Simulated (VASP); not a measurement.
# SiO2 (P4_2/mnm) in VASP: single point with PBE0

Aim: the single point of SiO2 with PBE0.

Program: VASP 6.6.1. These are calculated values, not measurements. Logs are shortened: lines on timing, memory, paths and dates and some standing lists are left out, and cuts for length are marked.

### 1 The crystal as given

It takes space group P4_2/mnm (No. 136, tetragonal). The conventional cell has a = 4.192 Å, b = 4.192 Å, c = 2.683 Å, α = 90.00°, β = 90.00°, γ = 90.00°. Si (site symmetry mmm) has 6 O at 1.77 to 1.81 Å as nearest neighbours. O (site symmetry m2m) is surrounded by 3 Si at 1.77 to 1.81 Å.

### 2 Single point, PBE0

Input file POSCAR:

```
SiO2
1.0
    4.1922600000      0.0000000000      0.0000000000
    0.0000000000      4.1922600000      0.0000000000
    0.0000000000      0.0000000000      2.6825200000
Si O
2 4
Direct
    0.0000000000      0.0000000000      0.0000000000
    0.5000000000      0.5000000000      0.5000000000
    0.3058400000      0.3058400000      0.0000000000
    0.1941600000      0.8058400000      0.5000000000
    0.6941600000      0.6941600000      1.0000000000
    0.8058400000      0.1941600000      0.5000000000
```

Input file INCAR.step1:

```
PREC     = Accurate       # precision mode
ENCUT    = 520            # plane-wave cutoff, eV
EDIFF    = 1E-5           # SCF threshold, eV
ISMEAR   = 0              # smearing method
SIGMA    = 0.02           # smearing width, eV
LREAL    = False          # projectors in reciprocal space
LASPH    = True           # aspherical terms in the spheres
NELM     = 100            # most SCF steps
ALGO     = Normal         # electronic algorithm
ISIF     = 2              # what is computed and relaxed
LWAVE    = True           # write WAVECAR
LCHARG   = False          # write CHGCAR
NBANDS   = 25             # bands
GGA      = PE             # functional
```

Input file INCAR.step2:

```
PREC     = Accurate       # precision mode
ENCUT    = 520            # plane-wave cutoff, eV
EDIFF    = 1E-6           # SCF threshold, eV
ISMEAR   = 0              # smearing method
SIGMA    = 0.02           # smearing width, eV
LREAL    = False          # projectors in reciprocal space
LASPH    = True           # aspherical terms in the spheres
NELM     = 100            # most SCF steps
ALGO     = Normal         # electronic algorithm
ISIF     = 2              # what is computed and relaxed
LWAVE    = False          # write WAVECAR
LCHARG   = False          # write CHGCAR
GGA      = PE             # functional
LHFCALC  = True           # exact exchange
AEXX     = 0.25           # exact-exchange fraction
PRECFOCK = Fast         
NBANDS   = 25             # bands
ISTART   = 1
```

Input file KPOINTS:

```
regular mesh
0
Gamma
  4 4 6
```

Potentials or basis: VASP PAW PBE potentials, release 64 (Si, O).

Command:

```
$ cat potpaw_PBE.64/Si/POTCAR potpaw_PBE.64/O/POTCAR > POTCAR
$ cp INCAR.step1 INCAR
$ mpirun -np 1 vasp_std > vasp.out
$ cp INCAR.step2 INCAR
$ mpirun -np 1 vasp_std > vasp.out
```

OUTCAR:

```text
PREC = Accurate
   ENCUT = 520
   EDIFF = 1E-6
   ISMEAR = 0
   LREAL = False
   LASPH = True
   NELM = 100
   ISIF = 2
   GGA = PE
   LHFCALC = True
   AEXX = 0.25
   PRECFOCK = Fast
   ISTART = 1

 ion  position               nearest neighbor table
   1  0.000  0.000  0.000-   4 1.77   6 1.77   4 1.77   6 1.77   5 1.81   3 1.81
   2  0.500  0.500  0.500-   3 1.77   5 1.77   3 1.77   5 1.77   4 1.81   6 1.81
   3  0.306  0.306  0.000-   2 1.77   2 1.77   1 1.81
   4  0.194  0.806  0.500-   1 1.77   1 1.77   2 1.81
   5  0.694  0.694  0.000-   2 1.77   2 1.77   1 1.81
   6  0.806  0.194  0.500-   1 1.77   1 1.77   2 1.81

  LATTYP: Found a simple tetragonal cell.
 ALAT       =     4.1922600000
 C/A-ratio  =     0.6398744353

  Lattice vectors:

 A1 = (   4.1922600000,   0.0000000000,   0.0000000000)
 A2 = (   0.0000000000,   4.1922600000,   0.0000000000)
 A3 = (   0.0000000000,   0.0000000000,   2.6825200000)

Analysis of symmetry for initial positions (statically):
=====================================================================
 Subroutine PRICEL returns:
 Original cell was already a primitive cell.

 Routine SETGRP: Setting up the symmetry group for a
 simple tetragonal supercell.

 Subroutine GETGRP returns: Found 16 space group operations
 (whereof  8 operations were pure point group operations)
 out of a pool of 16 trial point group operations.

The static configuration has the point symmetry D_2h.
 The point group associated with its full space group is D_4h.

Analysis of symmetry for dynamics (positions and initial velocities):
=====================================================================
 Subroutine PRICEL returns:
 Original cell was already a primitive cell.

 Routine SETGRP: Setting up the symmetry group for a
 simple tetragonal supercell.

 Subroutine GETGRP returns: Found 16 space group operations
 (whereof  8 operations were pure point group operations)
 out of a pool of 16 trial point group operations.

The dynamic configuration has the point symmetry D_2h.
 The point group associated with its full space group is D_4h.

 Subroutine INISYM returns: Found 16 space group operations
 (whereof  8 operations are pure point group operations),
 and found     1 'primitive' translations

----------------------------------------------------------------------------------------

                                     Primitive cell

  volume of cell :      47.1454

  direct lattice vectors                    reciprocal lattice vectors
     4.192260000  0.000000000  0.000000000     0.238534824  0.000000000  0.000000000
     0.000000000  4.192260000  0.000000000     0.000000000  0.238534824  0.000000000
     0.000000000  0.000000000  2.682520000     0.000000000  0.000000000  0.372783800

  length of vectors
     4.192260000  4.192260000  2.682520000     0.238534824  0.238534824  0.372783800

  position of ions in fractional coordinates (direct lattice)
     0.000000000  0.000000000  0.000000000
     0.500000000  0.500000000  0.500000000
     0.305840000  0.305840000  0.000000000
     0.194160000  0.805840000  0.500000000
     0.694160000  0.694160000  0.000000000
     0.805840000  0.194160000  0.500000000

  ion indices of the primitive-cell ions
   primitive index   ion index
                 1           1
                 2           2
                 3           3
                 4           4
                 5           5
                 6           6

----------------------------------------------------------------------------------------

 KPOINTS: regular mesh

Automatic generation of k-mesh.
 Grid dimensions read from file:
 generate k-points for:    4    4    6

 Generating k-lattice:

  Cartesian coordinates                     Fractional coordinates (reciprocal lattice)
     0.059633706  0.000000000  0.000000000     0.250000000  0.000000000  0.000000000
     0.000000000  0.059633706  0.000000000     0.000000000  0.250000000  0.000000000
     0.000000000  0.000000000  0.062130633     0.000000000  0.000000000  0.166666667

  Length of vectors
     0.059633706  0.059633706  0.062130633

  Shift w.r.t. Gamma in fractional coordinates (k-lattice)
     0.000000000  0.000000000  0.000000000

 Subroutine IBZKPT returns following result:
 ===========================================

 Found     24 irreducible k-points:

 Following reciprocal coordinates:
            Coordinates               Weight
  0.000000  0.000000  0.000000      1.000000
  0.250000  0.000000  0.000000      4.000000
  0.500000  0.000000  0.000000      2.000000
  0.250000  0.250000  0.000000      4.000000
  0.500000  0.250000  0.000000      4.000000
  0.500000  0.500000  0.000000      1.000000
[... 16 lines left out ...]
  0.500000  0.250000  0.500000      4.000000
  0.500000  0.500000  0.500000      1.000000
   k-points           NKPTS =     24   k-points in BZ     NKDIM =     96   number of bands    NBANDS=     25
   number of dos      NEDOS =    301   number of ions     NIONS =      6
   total plane-waves  NPLWV =  20480
   dimension x,y,z NGX =    32 NGY =   32 NGZ =   20
   dimension x,y,z NGXF=    64 NGYF=   64 NGZF=   40
   ions per type =               2   4
   NGX,Y,Z   is equivalent  to a cutoff of  12.69, 12.69, 12.39 a.u.
   NGXF,Y,Z  is equivalent  to a cutoff of  25.38, 25.38, 24.79 a.u.
 SYSTEM =  unknown system
   PREC   = accura    normal or accurate (medium, high low for compatibility)
   ISTART =      1    job   : 0-new  1-cont  2-samecut
   ICHARG =      0    charge: 1-file 2-atom 10-const
   ISPIN  =      1    spin polarized calculation?
   LNONCOLLINEAR =      F non collinear calculations
   LSORBIT =      F    spin-orbit coupling
   LASPH  =      T    aspherical Exc in radial PAW
   ENCUT  =  520.0 eV  38.22 Ry    6.18 a.u.   7.79  7.79  4.99*2*pi/ulx,y,z
   NELM   =    100;   NELMIN=  2; NELMDL=  0     # of ELM steps
   EDIFF  = 0.1E-05   stopping-criterion for ELM
   LREAL  =      F    real-space projection
   EDIFFG = 0.1E-04   stopping-criterion for IOM
   NSW    =      0    number of steps for IOM
   IBRION =     -1    ionic relax: 0-MD 1-quasi-New 2-CG
   NFREE  =      0    steps in history (QN), initial steepest desc. (CG)
   ISIF   =      2    stress and relaxation
   ISYM   =      3    0-nonsym 1-usesym 2-fastsym
   POTIM  = 0.5000    time-step for ionic-motion
   TEBEG  =    0.0;   TEEND  =   0.0 temperature during run
   PSTRESS=    0.0 pullay stress
   NELECT =      32.0000    total number of electrons
   NUPDOWN=      -1.0000    fix difference up-down
   EMIN   =  10.00;   EMAX   =-10.00  energy-range for DOS
   EFERMI =   0.00;   METHOD = LEGACY
   ISMEAR =     0;   SIGMA  =   0.02  broadening in eV -4-tet -1-fermi 0-gaus
   EFERMI_NEDOS =   21; number of points for ismear=-14 and -15
   IALGO  =     38    algorithm
   IMIX   =      1    mixing-type and parameters
     AMIX     =   0.40;   BMIX     =  1.00
     AMIX_MAG =   1.60;   BMIX_MAG =  1.00
  volume/ion in A,a.u.               =       7.86        53.03
  Fermi-wavevector in a.u.,A,eV,Ry     =   1.438727  2.718800 28.163176  2.069935
  Thomas-Fermi vector in A             =   2.557662
   LORBIT       =      0    0 simple, 1 ext, 2 COOP (PROOUT), +10 PAW based schemes
   GGA     = PE    functional components
   LHFCALC =     T    Hartree Fock is set to
   PRECFOCK=fast      Normal, Fast or Accurate (Low or Medium for compatibility)
   ENCUT4O =  -1.0   cutoff for four orbital integrals eV
   NKREDX  =     1    reduce k-point grid by
   NKREDY  =     1    reduce k-point grid by
   NKREDZ  =     1    reduce k-point grid by
   AEXX    =    0.2500 exact exchange contribution
   HFSCREEN=    0.0000 screening length (either q_TF or 0.3 A-1)
   HFSCREENC=   0.0000 screening length for correlation (either q_TF or 0.3 A-1)
   ENCUTFOCK=  -1.0 apply spherical cutoff to Coloumb kernel
   IVDW    =     0    specifies the selected vdW correction
   LEPSILON=     F    determine dielectric tensor
   LRPA    =     F    only Hartree local field effects (RPA)
 non-spin polarized calculation
 Gauss-broadening in eV      SIGMA  =   0.02
  energy-cutoff  :      520.00
  volume of cell :       47.15
 maximum number of plane-waves:      1284
 NGX is ok and might be reduce to    32
  NGX = 18; NGY = 18; NGZ = 12

 number of electron      31.9999976 magnetization

 Free energy of the ion-electron system (eV)
  ---------------------------------------------------
  ext. energy  EPLUGINS =         0.00000000
  ---------------------------------------------------
  free energy    TOTEN  =       -60.51445758 eV

  energy without entropy =      -60.51445758  energy(sigma->0) =      -60.51445758

 E-fermi :   6.4807     XC(G=0):  -9.5825

 val. band max:        6.2825295037   @ k =   0.0000   0.0000   0.0000
 cond. band min:      14.5255209291   @ k =   0.0000   0.0000   0.0000
 fundamental gap:      8.2429914253
 Fermi energy:         6.4807197093

 k-point     1 :       0.0000    0.0000    0.0000
  band No.  band energies     occupation
      1     -17.8190      2.00000
      2     -14.0673      2.00000
      3     -14.0673      2.00000
      4     -13.7744      2.00000
      5      -5.0791      2.00000
      6      -0.3426      2.00000
[... 17 lines left out ...]
     24      23.8322      0.00000
     25      25.3581      0.00000

 k-point     2 :       0.2500    0.0000    0.0000
  band No.  band energies     occupation
      1     -17.4788      2.00000
      2     -15.1803      2.00000
      3     -13.9011      2.00000
      4     -13.3566      2.00000
      5      -4.6005      2.00000
      6      -1.6949      2.00000
[... 17 lines left out ...]
     24      22.9473      0.00000
     25      24.8078      0.00000
[... 586 lines left out ...]
     24      22.9049      0.00000
     25      24.9829      0.00000

 k-point    24 :       0.5000    0.5000    0.5000
  band No.  band energies     occupation
      1     -14.6826      2.00000
      2     -14.6826      2.00000
      3     -13.4736      2.00000
      4     -13.4736      2.00000
      5      -4.9244      2.00000
      6      -4.9244      2.00000
[... 17 lines left out ...]
     24      23.2661      0.00000
     25      25.3457      0.00000

------------------------ aborting loop because EDIFF is reached ----------------------------------------

  FORCE on cell =-STRESS in cart. coord.  units (eV):
  Direction    XX          YY          ZZ          XY          YZ          ZX
  --------------------------------------------------------------------------------------
  -------------------------------------------------------------------------------------
  Total       -1.2761463     -1.2761463     -1.9564161      0.0000000      0.0000000      0.0000000
  in kB      -43.3682256    -43.3682256    -66.4863380      0.0000000      0.0000000      0.0000000
  external PRESSURE =     -51.0742631 kB  Pullay stress =       0.0000000 kB

 VOLUME and BASIS-vectors are now :
 -----------------------------------------------------------------------------
  energy-cutoff  :      520.00
  volume of cell :       47.15
      direct lattice vectors                 reciprocal lattice vectors
     4.192260000  0.000000000  0.000000000     0.238534824  0.000000000  0.000000000
     0.000000000  4.192260000  0.000000000     0.000000000  0.238534824  0.000000000
     0.000000000  0.000000000  2.682520000     0.000000000  0.000000000  0.372783800

 POSITION                                       TOTAL-FORCE (eV/Angst)
 -----------------------------------------------------------------------------------
      0.00000      0.00000      0.00000         0.000000      0.000000      0.000000
      2.09613      2.09613      1.34126         0.000000      0.000000      0.000000
      1.28216      1.28216      0.00000         0.092303      0.092303      0.000000
      0.81397      3.37829      1.34126        -0.092303      0.092303      0.000000
      2.91010      2.91010      0.00000        -0.092303     -0.092303      0.000000
      3.37829      0.81397      1.34126         0.092303     -0.092303      0.000000
 -----------------------------------------------------------------------------------
    total drift:                               -0.000003     -0.000003     -0.000000

  FREE ENERGIE OF THE ION-ELECTRON SYSTEM (eV)
  ---------------------------------------------------
  free  energy   TOTEN  =       -60.5144575767 eV

  energy  without entropy=      -60.5144575767  energy(sigma->0) =      -60.51445758
```

Run time: 23 min. Hardware: 1 thread of Intel Xeon Platinum 8488C (Sapphire Rapids), shared host; peak memory 0.18 GiB.

Results:

| Quantity | Value |
| --- | --- |
| Free energy | -60.5145 eV |
| Pressure | -5.1 GPa |
| Largest force | 0.131 eV/Å |
| Band gap on the k mesh | 8.24 eV, direct |

Forces in eV/Å, atoms in the order of the input:
```
Si   0.000  0.000  0.000
Si   0.000  0.000  0.000
O    0.092  0.092  0.000
O   -0.092  0.092  0.000
O   -0.092 -0.092  0.000
O    0.092 -0.092  0.000
```

Stress tensor (GPa, compression positive):
```
-4.34  0.00  0.00
 0.00 -4.34  0.00
 0.00  0.00 -6.65
```

Caveat: the PAW data sets were made with another functional, which shifts forces and pressure a little.
